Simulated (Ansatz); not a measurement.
The reference is ZnTe in the zinc blende structure (space group F-43m, No. 216).

```cif
data_TeZn
_chemical_formula_sum 'Te1 Zn1'
_space_group_name_H-M_alt 'P 1'
_space_group_IT_number 1
_cell_length_a 4.36934
_cell_length_b 4.36934
_cell_length_c 4.36934
_cell_angle_alpha 60.000
_cell_angle_beta 60.000
_cell_angle_gamma 60.000
loop_
_space_group_symop_operation_xyz
  'x, y, z'
loop_
_atom_site_label
_atom_site_type_symbol
_atom_site_fract_x
_atom_site_fract_y
_atom_site_fract_z
_atom_site_occupancy
Te1 Te 0.75000 0.75000 0.75000 1
Zn1 Zn 0.00000 0.00000 0.00000 1
```

Computed with Ansatz (a program for electronic structure), PBE, PAW, cutoff 420 eV, no spin-orbit coupling, earlier PAW set.

One change was made to it. Results:

```tsv
quantity	base	after
volume per atom	29.49 Å³	16.35 Å³
band gap	1.07 eV	0.41 eV
```

### Question
Name the change that was made.
(A) pressure 50 GPa
(B) pressure −1 GPa
(C) pressure 100 GPa

### Answer
C, pressure 100 GPa. For comparison, the band gap in the other runs: pressure 50 GPa gives 1.10 eV; pressure −1 GPa gives 0.96 eV.

Spin-orbit coupling, missing from the scalar runs, can matter with Te. Load acts through the strain it causes; cell and atoms are relaxed under it. Whether these cells are dynamically stable was not tested. Measured, ZnTe leaves this structure (for cinnabar) near 9.5 GPa (temperature not stated; as listed in Datta, Sujoy, Jana, Debnarayan, arXiv (2020)), on rising pressure, with hysteresis.
